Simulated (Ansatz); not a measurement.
Set up this calculation in Ansatz 0.2.0, as the native input.

| Item | Value |
| --- | --- |
| Task | band structure |
| Functional | LDA |
| Potentials or basis | Ansatz PAW |
| Cutoff | 420 eV (not typed: the program's choice for these potentials) |
| k mesh | 6 × 6 × 6 |
| Occupations | fermi-dirac, width 0.05 eV |
| Spin | no spin polarisation |
| Path | [["G", "L", "B1"], ["B", "Z", "G", "X"], ["Q", "F", "P1", "Z"], ["L", "P"]] |
| Points for each segment of the path | 10 |

The system is In2O3.

```
CELL_PARAMETERS angstrom
2.74350 1.58396 4.83667
-2.74350 1.58396 4.83667
0.00000 -3.16792 4.83667
ATOMIC_POSITIONS crystal
In 0.85731 0.85731 0.85731
In 0.64269 0.64269 0.64269
In 0.14269 0.14269 0.14269
In 0.35731 0.35731 0.35731
O 0.04800 0.75000 0.45200
O 0.75000 0.45200 0.04800
O 0.45200 0.04800 0.75000
O 0.95200 0.25000 0.54800
O 0.25000 0.54800 0.95200
O 0.54800 0.95200 0.25000
```

One way to write it, as run:

input.yaml

```yaml
crystal:
  lattice:
    - [2.7435, 1.5839604635, 4.8366666667]
    - [-2.7435, 1.5839604635, 4.8366666667]
    - [0.0, -3.167920927, 4.8366666667]
  atoms:
    - { symbol: In, position: [0.85731, 0.85731, 0.85731] }
    - { symbol: In, position: [0.64269, 0.64269, 0.64269] }
    - { symbol: In, position: [0.14269, 0.14269, 0.14269] }
    - { symbol: In, position: [0.35731, 0.35731, 0.35731] }
    - { symbol: O, position: [0.048, 0.75, 0.452] }
    - { symbol: O, position: [0.75, 0.452, 0.048] }
    - { symbol: O, position: [0.452, 0.048, 0.75] }
    - { symbol: O, position: [0.952, 0.25, 0.548] }
    - { symbol: O, position: [0.25, 0.548, 0.952] }
    - { symbol: O, position: [0.548, 0.952, 0.25] }
hamiltonian:
  xc: lda
  pseudopotentials: { kind: paw }
kpoints:
  mp_grid: { grid: [6, 6, 6] }
  band_path:
    path:
      - [[0.0, 0.0, 0.0], [0.5, 0.0, 0.0], [0.5, 0.2381665116, -0.2381665116]]
      - [[0.7618334884, 0.5, 0.2381665116], [0.5, 0.5, 0.5], [0.0, 0.0, 0.0], [0.3690832558, 0.0, -0.3690832558]]
      - [[0.6309167442, 0.3690832558, 0.0], [0.5, 0.5, 0.0], [0.6309167442, 0.6309167442, 0.2381665116], [0.5, 0.5, 0.5]]
      - [[0.5, 0.0, 0.0], [0.7618334884, 0.3690832558, 0.3690832558]]
    npoints: 10
scf:
  occupations: { method: fermi_dirac, width: 0.05 }
  n_extra_bands: 25
output:
  forces: true
  stress: true
  eigenvalues: true
  fatbands: true
  write_density: true
  write_potential: true
  elf: true
  volumetric_format: npy
```

Potentials or basis: Ansatz PAW.

Launch:

```console
$ ansatz run input.yaml --threads 4 --pin off --max-ram 11264MiB --backend cpu --events-out ev --progress --plain --runs-dir out
```

Results of the run:

| Property | Result |
| --- | --- |
| Pressure | -3.2 GPa |
| Largest force | 0.167 eV/Å |
| Band gap on the k mesh | 1.18 eV, indirect (least direct gap 1.22 eV) |
| Band gap along the path | 1.18 eV, indirect (least direct gap 1.22 eV) |

Caveat: the pressure holds a Pulay correction of +0.9 GPa for the finite cutoff; spin-orbit coupling is left out, which moves the levels of the heavy elements; the PAW data sets come from PBE, with cores solved anew for the run's functional, which leaves a small shift of forces and pressure.

Wall time 19 s on 4 threads of Arm Neoverse V1 (shared host), peak memory 0.78 GiB.
